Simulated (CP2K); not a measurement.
Runs of CP2K 2026.2 on Cu. It takes space group Fm-3m (No. 225, cubic). The conventional cell has a = 3.615 Å, b = 3.615 Å, c = 3.615 Å, α = 90.00°, β = 90.00°, γ = 90.00°. Cu (site symmetry m-3m) is surrounded by 12 Cu at 2.56 Å. 

```csv
task,level,potentials or basis,smearing,NGRIDS,basis sets,potentials,points a segment of the path (NPOINTS),bands added on the path,gap on the mesh (eV),pressure (GPa)
band structure,r2SCAN,POTENTIAL_UZH Cu GTH-SCAN-q11; TZVP-MOLOPT-SCAN-GTH basis,fermi-dirac 0.05 eV,5,Cu TZVP-MOLOPT-SCAN-GTH-q11,Cu GTH-SCAN-q11 of POTENTIAL_UZH,8,4,none,-4.9
single point,PBE,POTENTIAL_UZH Cu GTH-PBE-q11; TZVP-MOLOPT-PBE-GTH basis,gaussian 0.012 eV,4,Cu TZVP-MOLOPT-PBE-GTH-q11,Cu GTH-PBE-q11 of POTENTIAL_UZH,-,-,none,(a)
single point,PBEsol,POTENTIAL_UZH Cu GTH-PBE-q11; TZVP-MOLOPT-PBE-GTH basis,gaussian 0.1 eV,4,Cu TZVP-MOLOPT-PBE-GTH-q11,Cu GTH-PBE-q11 of POTENTIAL_UZH,-,-,none,-4.8
single point,RPBE,POTENTIAL_UZH Cu GTH-PBE-q11; TZVP-MOLOPT-PBE-GTH basis,gaussian 0.02 eV,5,Cu TZVP-MOLOPT-PBE-GTH-q11,Cu GTH-PBE-q11 of POTENTIAL_UZH,-,-,none,(b)
single point,LDA,GTH_POTENTIALS Cu GTH-PADE-q11; TZVP-MOLOPT-PBE-GTH basis,gaussian 0.02 eV,5,Cu TZVP-MOLOPT-PBE-GTH-q11,Cu GTH-PADE-q11 of GTH_POTENTIALS,-,-,none,-10.1
```

Alike in all rows: no spin polarisation; cell as given; k mesh 13 × 13 × 13.

Q: Fill in the values left out.

A: (a) 3.4; (b) 7.2.

Caveats: the basis of atomic orbitals isn't converged, which shifts pressures, moduli and gaps; the potentials were made for another functional, which shifts forces and pressure (some runs).

A gap of «none» marks a metal or a gap under the smearing width.
